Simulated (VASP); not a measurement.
Input of a VASP 6.6.1 run:

The input INCAR:

```
  ALGO = Normal
  BPARAM = 11.95
  CPARAM = 0.0093
  EDIFF = 1E-7
  EDIFFG = -0.005
  ENCUT = 600
  IBRION = 2
  ISIF = 3
  ISMEAR = 0
  IVDW_NL = 2
  LASPH = True
  LCHARG = False
  LMIXTAU = True
  LREAL = False
  LUSE_VDW = True
  LWAVE = False
  METAGGA = R2SCAN
  NELM = 100
  NSW = 90
  PREC = Accurate
  SIGMA = 0.1
```

The input KPOINTS:

```
k-points
0
Gamma
  18 18 10
```

File POSCAR:

```
Al
1.0
    2.8633495100      0.0000000000      0.0000000000
   -1.4316747500      2.4797334100      0.0000000000
    0.0000000000      0.0000000000      4.6758497400
Al
2
Direct
    0.3333333300      0.6666666700      0.2500000000
    0.6666666700      0.3333333300      0.7500000000
```

Potentials or basis: VASP PAW PBE potentials, release 64 (Al).

Command:

```sh
$ cat potpaw_PBE.64/Al/POTCAR > POTCAR
$ mpirun -np 1 vasp_std > vasp.out
```

Estimate the relaxed cell.

a = 2.829 Å, b = 2.829 Å, c = 4.588 Å, α = 90.00°, β = 90.00°, γ = 120.00°.

Predict the space group after relaxing (to 0.05 Å).

P6_3/mmc (No. 194).

Estimate the band gap on the k mesh.

none (metal or under the smearing width).

Final structure:
```cif
data_structure
_symmetry_space_group_name_H-M 'P 1'
_symmetry_Int_Tables_number 1
_cell_length_a 2.8293
_cell_length_b 2.8293
_cell_length_c 4.5882
_cell_angle_alpha 90.000
_cell_angle_beta 90.000
_cell_angle_gamma 120.000
_cell_volume 31.81
loop_
_atom_site_label
_atom_site_type_symbol
_atom_site_fract_x
_atom_site_fract_y
_atom_site_fract_z
_atom_site_occupancy
Al1 Al 0.33333 0.66667 0.25000 1
Al2 Al 0.66667 0.33333 0.75000 1
```
